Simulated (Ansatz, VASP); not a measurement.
Au: VASP beside Ansatz

```xyz
1
Lattice="-1.5709 1.5709 1.5709 1.5709 -1.5709 1.5709 1.5709 1.5709 -1.5709" Properties=species:S:1:pos:R:3 pbc="T T T"
Au    0.0000    0.0000    0.0000
```

Alike in both runs: task single point; functional PBEsol; k mesh 18 × 18 × 18; occupations gaussian, width 0.1 eV; no spin polarisation.

|  | VASP | Ansatz |
| --- | --- | --- |
| version | VASP 6.6.1 | Ansatz 0.2.0 |
| potentials or method | VASP PAW PBE potentials, release 64 (Au) | scalar-relativistic, plane waves, PAW |
| plane-wave cutoff (eV) | 520 | 420 |
| valence electrons in the cell | 11 | 19 |

Ansatz gave:

- gap on the k mesh at the Fermi level (eV): none
- pressure (GPa): 21.6

Task: Which values does VASP return?

Result: gap on the k mesh at the Fermi level (eV): none; pressure (GPa): 21.2.

A gap of «none» marks a metal or a gap that the smearing closes. The functional is the same, so the differences come from potentials, cutoffs and numerics. The two sets of potentials don't hold the same shells in valence.

Caveats: so large a pressure means that the cell lies far from this level's equilibrium, or that cutoff or potentials fall short (VASP); the potentials were made for another functional, which shifts forces and pressure (VASP). The runs have no spin-orbit coupling, so splittings on Au are missing.
